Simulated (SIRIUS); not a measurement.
BN under changes of volume

One of the cells (9.328 Å³/atom); the others are scaled copies at fixed shape and fractional positions:

```
N B
1.0
     1.25941    0.72712    3.39527
    -1.25941    0.72712    3.39527
     0.00000   -1.45424    3.39527
N B
1 1
Direct
  0.66724 0.66724 0.66724
  0.00033 0.00033 0.00033
```

The cell is a database's computed one.

* Program: SIRIUS 7.12.0
* Functional: PBEsol
* Potentials or basis: PseudoDojo 0.4.1 PBEsol standard (scalar relativistic)
* Cutoff: 1152 eV
* Density cutoff: 4606 eV
* k mesh: 12 × 12 × 12
* Occupations: fermi-dirac, width 0.05 eV
* Spin: no spin polarisation

```tsv
volume (Å³/atom)	energy over the lowest point (meV/atom)	pressure (GPa)	gap on the mesh (eV)	largest force (eV/Å)
8.596	29.78	17.8	4.28	0.002
8.779	12.94	11.7	4.25	0.000
8.962	2.75	6.2	4.23	0.002
9.328	0.00	-3.5	4.18	0.004
9.510	6.44	-7.7	4.16	0.006
9.693	?	?	?	?
```

Task: What does the run at 9.693 Å³/atom give?

Result: Energy over the lowest point 17.49 meV/atom; pressure -11.6 GPa; gap on the mesh 4.13 eV; largest force 0.007 eV/Å.

Worked out: A Birch-Murnaghan fit of order 3 (a polynomial in V^(-2/3)) to the other rows has its minimum at 9.19 Å³/atom with B0 = V·E''(V) = 239 GPa and B' = 3.4 at fixed shape and positions, which overstates the stiffness. It gives 17.55 meV/atom at 9.693 Å³/atom, against the run's 17.49, and -dE/dV = -11.6 GPa, against -11.6. A straight line through the other rows of the gap, of slope -1.18 eV per unit of ln V, extrapolates to 4.14 eV, against the run's 4.13.

Energies are extrapolated to zero smearing.

A mesh can miss the band edges.
